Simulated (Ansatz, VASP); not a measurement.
## SiC: VASP beside Ansatz

Contents of INCAR:

```
SYSTEM = SiC
PREC     = Accurate       ! precision mode
ENCUT    = 520            ! plane-wave cutoff, eV
EDIFF    = 1E-7           ! SCF threshold, eV
ISMEAR   = 0              ! smearing method
SIGMA    = 0.05           ! smearing width, eV
LREAL    = .FALSE.        ! projectors in reciprocal space
LASPH    = .TRUE.         ! aspherical terms in the spheres
NELM     = 80             ! most SCF steps
ALGO     = Normal         ! electronic algorithm
ISIF     = 2              ! what is computed and relaxed
LWAVE    = .FALSE.        ! write WAVECAR
LCHARG   = .TRUE.         ! write CHGCAR
GGA      = PE             ! functional
LELF     = .TRUE.         ! ELF
LVHAR    = .TRUE.       
NBANDS   = 11             ! bands
```

File KPOINTS:

```
Automatic mesh
0
G
  12 12 12
  0 0 0
```

File POSCAR:

```
SiC
1.0
    0.0000000000      2.2944991171      2.2944991171
    2.2944991171      0.0000000000      2.2944991171
    2.2541159326      2.2541159326      0.0403831845
Si C
1 1
Direct
    0.0000000000      0.0000000000      0.0000000000
    0.7500000000      0.7500000000      0.7500000000
```

Input for Ansatz:

```yaml
crystal:
  lattice:
    - [0.0, 2.2944991171, 2.2944991171]
    - [2.2944991171, 0.0, 2.2944991171]
    - [2.2541159326, 2.2541159326, 0.0403831845]
  atoms:
    - { symbol: Si, position: [0.0, 0.0, 0.0] }
    - { symbol: C, position: [0.75, 0.75, 0.75] }
basis:
  ecutwfc: 520.0
kpoints:
  mp_grid: { grid: [12, 12, 12] }
hamiltonian:
  xc: pbe
  pseudopotentials: { kind: paw, azcp: { folder: soft_1 } }
scf:
  occupations: { method: gaussian, width: 0.05 }
output:
  forces: true
  stress: true
  eigenvalues: true
```

Alike in both runs: task single point; functional PBE; k mesh 12 × 12 × 12; occupations gaussian, width 0.05 eV; no spin polarisation.

```csv
,VASP,Ansatz
version,VASP 6.6.1,Ansatz 0.2.0
potentials or method,"VASP PAW PBE potentials, release 64 (Si, C)","scalar-relativistic, plane waves, PAW"
plane-wave cutoff (eV),520,520
valence electrons in the cell,8,8
```

```csv
,VASP,Ansatz,Ansatz less VASP
gap on the k mesh at the Fermi level (eV),1.39,1.39,+0.003
least direct gap on the mesh (eV),4.26,4.27,+0.005
pressure (GPa),-19.0,-19.1,-0.02
largest component of the traceless stress (GPa),3.50,3.49,-0.016
rms of the force components (eV/Å),0.060,0.059,-0.0004
```

Atom by atom the forces differ by 0.000 eV/Å (rms over components).

Caveats: so large a pressure means that the cell lies far from this level's equilibrium, or that cutoff or potentials fall short (VASP). A k mesh can miss the band edges.
